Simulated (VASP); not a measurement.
# PbO (Litharge) (P4/nmm) in VASP: notebook

The runs below take PbO (Litharge) through Born charges and dielectric tensor, equation of state, with RPBE, PBE+D3(BJ).

Program: VASP 6.6.1. These are calculated values, not measurements. Logs are shortened: lines on timing, memory, paths and dates and some standing lists are left out, and cuts for length are marked.

**1. The crystal as given**

The structure is tetragonal, space group P4/nmm (No. 129). Conventional cell: a = 3.990 Å, b = 3.990 Å, c = 5.010 Å, α = 90.00°, β = 90.00°, γ = 90.00°. Around Pb (site symmetry 4mm) lie 4 O at 2.33 Å. O (site symmetry -4m2) is surrounded by 4 Pb at 2.33 Å.

**2. Born charges and dielectric tensor, RPBE**

INCAR reads:

```
SYSTEM = PbO
ALGO = Fast
EDIFF = 1E-8
ENCUT = 520
GGA = RP
IBRION = 8
ISIF = 2
ISMEAR = -1
LASPH = .True.
LCHARG = .False.
LEPSILON = .True.
LREAL = .False.
LWAVE = .False.
NELM = 60
PREC = Accurate
SIGMA = 0.1
```

KPOINTS reads:

```
k-points
0
Gamma
  7 7 6
  0 0 0
```

POSCAR reads:

```
PbO
1.0
    3.9900000000      0.0000000000      0.0000000000
    0.0000000000      3.9900000000      0.0000000000
    0.0000000000      0.0000000000      5.0100000000
Pb O
2 2
Direct
    0.5000000000      0.0000000000      0.7600000000
    0.0000000000      0.5000000000      0.2400000000
    0.5000000000      0.5000000000      0.0000000000
    0.0000000000      0.0000000000      0.0000000000
```

Potentials or basis: VASP PAW PBE potentials, release 64 (Pb_d, O).

On the command line:

```console
$ cat potpaw_PBE.64/Pb_d/POTCAR potpaw_PBE.64/O/POTCAR > POTCAR
$ mpirun -np 1 vasp_std > vasp.out
```

OUTCAR:

```text
SYSTEM = PbO
   EDIFF = 1E-8
   ENCUT = 520
   GGA = RP
   IBRION = 8
   ISIF = 2
   ISMEAR = -1
   LASPH = .True.
   LEPSILON = .True.
   LREAL = .False.
   NELM = 60
   PREC = Accurate

 ion  position               nearest neighbor table
   1  0.500  0.000  0.760-   3 2.33   4 2.33   3 2.33   4 2.33   2 3.71   2 3.71   2 3.71   2 3.71
                             2 3.84   2 3.84   2 3.84   2 3.84
   2  0.000  0.500  0.240-   3 2.33   4 2.33   4 2.33   3 2.33   1 3.71   1 3.71   1 3.71   1 3.71
                             1 3.84   1 3.84   1 3.84   1 3.84
   3  0.500  0.500  0.000-   1 2.33   2 2.33   1 2.33   2 2.33
   4  0.000  0.000  0.000-   1 2.33   2 2.33   2 2.33   1 2.33

  LATTYP: Found a simple tetragonal cell.
 ALAT       =     3.9900000000
 C/A-ratio  =     1.2556390977

  Lattice vectors:

 A1 = (   3.9900000000,   0.0000000000,   0.0000000000)
 A2 = (   0.0000000000,   3.9900000000,   0.0000000000)
 A3 = (   0.0000000000,   0.0000000000,   5.0100000000)

Analysis of symmetry for initial positions (statically):
=====================================================================
 Subroutine PRICEL returns:
 Original cell was already a primitive cell.

 Routine SETGRP: Setting up the symmetry group for a
 simple tetragonal supercell.

 Subroutine GETGRP returns: Found 16 space group operations
 (whereof  8 operations were pure point group operations)
 out of a pool of 16 trial point group operations.

The static configuration has the point symmetry D_2d.
 The point group associated with its full space group is D_4h.

Analysis of symmetry for dynamics (positions and initial velocities):
=====================================================================
 Subroutine PRICEL returns:
 Original cell was already a primitive cell.

 Routine SETGRP: Setting up the symmetry group for a
 simple tetragonal supercell.

 Subroutine GETGRP returns: Found 16 space group operations
 (whereof  8 operations were pure point group operations)
 out of a pool of 16 trial point group operations.

The dynamic configuration has the point symmetry D_2d.
 The point group associated with its full space group is D_4h.

 Subroutine INISYM returns: Found 16 space group operations
 (whereof  8 operations are pure point group operations),
 and found     1 'primitive' translations

----------------------------------------------------------------------------------------

                                     Primitive cell

  volume of cell :      79.7597

  direct lattice vectors                    reciprocal lattice vectors
     3.990000000  0.000000000  0.000000000     0.250626566  0.000000000  0.000000000
     0.000000000  3.990000000  0.000000000     0.000000000  0.250626566  0.000000000
     0.000000000  0.000000000  5.010000000     0.000000000  0.000000000  0.199600798

  length of vectors
     3.990000000  3.990000000  5.010000000     0.250626566  0.250626566  0.199600798

  position of ions in fractional coordinates (direct lattice)
     0.500000000  0.000000000  0.760000000
     0.000000000  0.500000000  0.240000000
     0.500000000  0.500000000  0.000000000
     0.000000000  0.000000000  0.000000000

  ion indices of the primitive-cell ions
   primitive index   ion index
                 1           1
                 2           2
                 3           3
                 4           4

----------------------------------------------------------------------------------------

 KPOINTS: k-points

Automatic generation of k-mesh.
 Grid dimensions read from file:
 generate k-points for:    7    7    6

 Generating k-lattice:

  Cartesian coordinates                     Fractional coordinates (reciprocal lattice)
[... 801 lines left out ...]
  ---------------------------------------------------
  free energy    TOTEN  =        -1.41504195 eV

  energy without entropy =       -1.41504195

------------------------ aborting loop because EDIFF is reached ----------------------------------------

--------------------------------------- Ionic step        2  -------------------------------------------

------------------------ aborting loop because EDIFF is reached ----------------------------------------

--------------------------------------- Ionic step        3  -------------------------------------------

------------------------ aborting loop because EDIFF is reached ----------------------------------------

 PIEZOELECTRIC TENSOR FIELD DIRECTION 3  (e Angst)
 -----------------------------------------------------------------------------
     0.01225  0.00000  0.00000           ( -0.00001  0.00000  0.00000)
     0.00000  0.01225  0.00000           (  0.00000 -0.00001  0.00000)
     0.00000  0.00000 -0.02063           (  0.00000  0.00000 -0.00001)

 PIEZOELECTRIC TENSOR FIELD DIRECTION 3  (C/m^2)
 -----------------------------------------------------------------------------
     0.00246  0.00000  0.00000
[... 47 lines left out ...]
  y     0.00000     0.00000     0.00000     0.00000     0.00000     0.00000
  z     0.00000     0.00000     0.00000     0.00000     0.00000     0.00000

 BORN EFFECTIVE CHARGES (including local field effects) (in |e|, cummulative output)
 ---------------------------------------------------------------------------------
 ion    1
    1     3.15399     0.00000     0.00000
    2     0.00000     3.15399     0.00000
    3     0.00000     0.00000     2.32478
 ion    2
    1     3.15399     0.00000     0.00000
    2     0.00000     3.15399     0.00000
    3     0.00000     0.00000     2.32478
 ion    3
    1    -3.15399     0.00000     0.00000
    2     0.00000    -3.15399     0.00000
    3     0.00000     0.00000    -2.32478
 ion    4
    1    -3.15399     0.00000    -0.00000
    2     0.00000    -3.15399     0.00000
    3     0.00000     0.00000    -2.32478

 INTERNAL STRAIN TENSOR FOR ION    4 for displacements in x,y,z  (eV/Angst):
          X           Y           Z          XY          YZ          ZX
  --------------------------------------------------------------------------------
  x     0.00000     0.00000     0.00000     0.00000     0.00000    -4.75470
  y     0.00000     0.00000     0.00000     0.00000     4.02700     0.00000
  z    -7.99902     7.99902     0.00000     0.00000     0.00000     0.00000

 SECOND DERIVATIVES (NOT SYMMETRIZED)
 ------------------------------------
               1X          1Y          1Z          2X          2Y          2Z          3X          3Y          3Z          4X          4Y          4Z
  1X    -4.899271    0.000000    0.000000    1.201806    0.000000    0.000000    0.422206    0.000000    0.000000    3.275258    0.000000    0.000000
  1Y     0.000000   -4.899271    0.000000    0.000000    1.201806    0.000000    0.000000    3.275258    0.000000    0.000000    0.422206    0.000000
  1Z     0.000000    0.000000  -12.581245    0.000000    0.000000    4.261383    0.000000    0.000000    4.159931    0.000000    0.000000    4.159931
  2X     1.201806    0.000000    0.000000   -4.899271    0.000000    0.000000    3.275258    0.000000    0.000000    0.422206    0.000000    0.000000
  2Y     0.000000    1.201806    0.000000    0.000000   -4.899271    0.000000    0.000000    0.422206    0.000000    0.000000    3.275258    0.000000
  2Z     0.000000    0.000000    4.261383    0.000000    0.000000  -12.581245    0.000000    0.000000    4.159931    0.000000    0.000000    4.159931
  3X     0.414509    0.000000    0.000000    3.266094    0.000000    0.000000   -6.972639    0.000000    0.000000    3.292035    0.000000    0.000000
  3Y     0.000000    3.266094    0.000000    0.000000    0.414509    0.000000    0.000000   -6.972639    0.000000    0.000000    3.292035    0.000000
  3Z     0.000000    0.000000    4.151796    0.000000    0.000000    4.151796    0.000000    0.000000   -7.524653    0.000000    0.000000   -0.778938
  4X     3.266094    0.000000    0.000000    0.414509    0.000000    0.000000    3.292035    0.000000    0.000000   -6.972639    0.000000    0.000000
  4Y     0.000000    0.414509    0.000000    0.000000    3.266094    0.000000    0.000000    3.292035    0.000000    0.000000   -6.972639    0.000000
  4Z     0.000000    0.000000    4.151796    0.000000    0.000000    4.151796    0.000000    0.000000   -0.778938    0.000000    0.000000   -7.524653

 Eigenvectors and eigenvalues of the dynamical matrix
 ----------------------------------------------------

   1 f  =   12.560514 THz    78.920037 2PiTHz  418.973647 cm-1    51.946088 meV
             X         Y         Z           dx          dy          dz
      1.995000  0.000000  3.807600    -0.035699   -0.044018   -0.000000
      0.000000  1.995000  1.202400     0.035699    0.044018    0.000000
      1.995000  1.995000  0.000000    -0.443968    0.547431    0.000000
      0.000000  0.000000  0.000000     0.443968   -0.547431    0.000000
[... 71 lines left out ...]
  12 f/i=    0.004598 THz     0.028887 2PiTHz    0.153359 cm-1     0.019014 meV
             X         Y         Z           dx          dy          dz
      1.995000  0.000000  3.807600     0.297091    0.612978   -0.000000
      0.000000  1.995000  1.202400     0.297091    0.612978   -0.000000
      1.995000  1.995000  0.000000     0.082746    0.170727   -0.000000
      0.000000  0.000000  0.000000     0.082746    0.170727   -0.000000

--------------------------------------------------------------------------------------------------------

 MACROSCOPIC STATIC DIELECTRIC TENSOR IONIC CONTRIBUTION
 ------------------------------------------------------
          12.235411    -0.000000     0.000000
          -0.000000    12.235411    -0.000000
           0.000000    -0.000000     2.950420
 ------------------------------------------------------

 ELASTIC MODULI CONTR FROM IONIC RELAXATION (kBar)
 Direction    XX          YY          ZZ          XY          YZ          ZX
 --------------------------------------------------------------------------------
 XX        -689.4522     72.6839   -458.6511      0.0000     -0.0000     -0.0000
 YY          72.6839   -689.4522   -458.6511      0.0000     -0.0000     -0.0000
 ZZ        -458.6511   -458.6511   -682.1390      0.0000     -0.0000     -0.0000
 XY           0.0000      0.0000      0.0000      0.0000      0.0000      0.0000
 YZ          -0.0000     -0.0000     -0.0000      0.0000   -222.6527     -0.0000
 ZX          -0.0000     -0.0000     -0.0000      0.0000     -0.0000   -297.3407
 --------------------------------------------------------------------------------

 PIEZOELECTRIC TENSOR IONIC CONTR  for field in x, y, z        (C/m^2)
          XX          YY          ZZ          XY          YZ          ZX
  --------------------------------------------------------------------------------
  x     0.00000     0.00000     0.00000     0.00000    -0.00000     0.00000
  y     0.00000     0.00000     0.00000     0.00000     0.00000     0.00000
  z     0.00000     0.00000     0.00000     0.00000     0.00000     0.00000
```

Run time: 29 min. Hardware: 1 thread of Intel Xeon Platinum 8488C (Sapphire Rapids), shared host; peak memory 0.54 GiB.

Results:

```yaml
Band_gap_on_the_k_mesh: 1.47 eV, indirect (least direct gap 2.44 eV)
Electronic_dielectric_tensor_diagonal: 6.75, 6.75, 6.16
Born_charges_mean_of_the_diagonal: Pb +2.88; O -2.88 e
Highest_phonon_frequency_at_Γ_LO-TO_splitting_left_out: 419 cm⁻¹
```

Phonon frequencies in cm⁻¹ (negative: imaginary):
```tsv
q point	frequencies
(0.000, 0.000, 0.000)	0 0 0 83 83 149 260 260 339 390 419 419
```

Electronic dielectric tensor:
```
6.75 0.00 0.00
0.00 6.75 0.00
0.00 0.00 6.16
```

Born effective charge tensors (e):
atom 1, Pb
```
3.15 0.00 0.00
0.00 3.15 0.00
0.00 0.00 2.32
```
atom 2, Pb
```
3.15 0.00 0.00
0.00 3.15 0.00
0.00 0.00 2.32
```
atom 3, O
```
-3.15  0.00  0.00
 0.00 -3.15  0.00
 0.00  0.00 -2.32
```
atom 4, O
```
-3.15  0.00  0.00
 0.00 -3.15  0.00
 0.00  0.00 -2.32
```

Caveat: spin-orbit coupling is left out, which as a rule narrows the gap of such compounds by several tenths of an eV; an odd mesh through Γ misses points on the zone boundary, where band edges often lie.

(Part 1 of 2 ends here.)
